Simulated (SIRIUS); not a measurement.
Set up this calculation in SIRIUS 7.12.0, as the native input.

| Property | Result |
| --- | --- |
| Task | single point |
| Functional | PBEsol |
| Potentials or basis | PseudoDojo 0.4.1 PBEsol standard (scalar relativistic) |
| Cutoff | 1152 eV |
| Density cutoff | 4606 eV |
| k mesh | 11 × 11 × 6 |
| Occupations | fermi-dirac, width 0.05 eV |
| Spin | no spin polarisation |
| Libxc names | ["XC_GGA_X_PBE_SOL", "XC_GGA_C_PBE_SOL"] |
| Energy tol | 1e-08 Ha |
| Density tol | 1e-06 |
| Mixer | anderson |
| Mixing beta | 0.7 |
| Max scf | 100 |
| Radial cutoff for the potentials' integrals | 6.5 bohr |

Ru:

```
Ru
1.0
     2.70580    0.00000    0.00000
    -1.35290    2.34329    0.00000
     0.00000    0.00000    4.28190
Ru
2
Cartesian
  1.3541 0.8057 3.1908
  -0.0504 1.5944 1.0434
```

The cell isn't the ideal one: atoms moved at random, drawn with an rms of 0.05 Å.

One way to write it, as run:

sirius.json

```json
{
  "control": {
    "processing_unit": "cpu",
    "verbosity": 2,
    "num_bands_to_print": 25,
    "print_forces": true,
    "print_stress": true
  },
  "parameters": {
    "electronic_structure_method": "pseudopotential",
    "xc_functionals": ["XC_GGA_X_PBE_SOL", "XC_GGA_C_PBE_SOL"],
    "gk_cutoff": 9.2,
    "pw_cutoff": 18.4,
    "ngridk": [11, 11, 6],
    "shiftk": [0, 0, 0],
    "smearing": "fermi_dirac",
    "smearing_width": 0.0018374661,
    "num_bands": 25,
    "num_mag_dims": 0,
    "num_dft_iter": 100,
    "energy_tol": 1e-08,
    "density_tol": 1e-06
  },
  "iterative_solver": {
    "type": "davidson",
    "min_tolerance": 1e-10
  },
  "mixer": {
    "type": "anderson",
    "beta": 0.7,
    "max_history": 8
  },
  "settings": {
    "tol_ne": 1e-10,
    "pseudo_grid_cutoff": 6.5
  },
  "unit_cell": {
    "lattice_vectors": [
      [5.113220948012, 0.0, 0.0],
      [-2.556610474006, 4.428179236217, 0.0],
      [0.0, 0.0, 8.091618293035]
    ],
    "atom_coordinate_units": "lattice",
    "atom_types": ["Ru"],
    "atom_files": {
      "Ru": "Ru.json"
    },
    "atoms": {
      "Ru": [
        [0.672362, 0.343846, 0.745184],
        [0.321574, 0.680431, 0.243667]
      ]
    }
  }
}
```

Potentials or basis: PseudoDojo 0.4.1 PBEsol standard (scalar relativistic).

Launch:

```console
$ upf_to_json Ru.upf
$ OMP_NUM_THREADS=1 sirius.scf --input=sirius.json --output=out.json --task=0
```

It gave:

```json
{
  "Pressure": "-5.6 GPa",
  "Largest force": "0.349 eV/Å",
  "Band gap on the k mesh": "none (metal or under the smearing width)"
}
```

It took 79 s on 1 thread of AMD EPYC 9R45 96-Core Processor (Zen 5) (shared host), peak memory 1.6 GiB.
